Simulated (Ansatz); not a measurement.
In:

```
CELL_PARAMETERS angstrom
-1.62547 1.62547 2.47370
1.62547 -1.62547 2.47370
1.62547 1.62547 -2.47370
ATOMIC_POSITIONS crystal
In 0.00000 0.00000 0.00000
```

* Program: Ansatz 0.2.0
* Task: relaxation of cell and atoms
* Functional: PBEsol
* Dispersion: D3(BJ)
* Potentials or basis: Ansatz PAW
* Cutoff: 420 eV (not typed: the program's choice for these potentials)
* k mesh: 11 × 11 × 11
* Occupations: fermi-dirac, width 0.05 eV
* Spin: no spin polarisation

At the start: volume 26.14 Å³/atom.

Where does the relaxation end?

It ends after 9 steps and the volume is 24.27 Å³/atom (-7.2 %); space group I4/mmm (No. 139, to 0.05 Å).

The path:
| step | energy change (eV) | largest force (eV/Å) | volume (Å³) |
| --- | --- | --- | --- |
| 1 | 0.0000 | 0.0000 | 26.14 |
| 2 | -0.0208 | 0.0000 | 24.37 |
| 3 | -0.0220 | 0.0000 | 24.22 |
| 4 | -0.0221 | 0.0000 | 24.24 |
| 5 | -0.0224 | 0.0000 | 24.26 |
| 6 | -0.0226 | 0.0000 | 24.33 |
| 7 | -0.0228 | 0.0000 | 24.27 |
| 8 | -0.0228 | 0.0000 | 24.27 |
| 9 | -0.0223 | 0.0000 | 24.27 |

Final structure:
```
In
1.0
    -1.60246    1.60246    2.36279
     1.60246   -1.60246    2.36279
     1.60246    1.60246   -2.36279
In
1
Cartesian
  0.0000 0.0000 0.0000
```

Caveat: the plane-wave basis is chosen anew once the cell has moved, so the energies of steps on either side of that aren't comparable; pairwise dispersion overbinds metals, which lowers pressure and volume; the PAW data sets come from PBE, with cores solved anew for the run's functional, which leaves a small shift of forces and pressure.
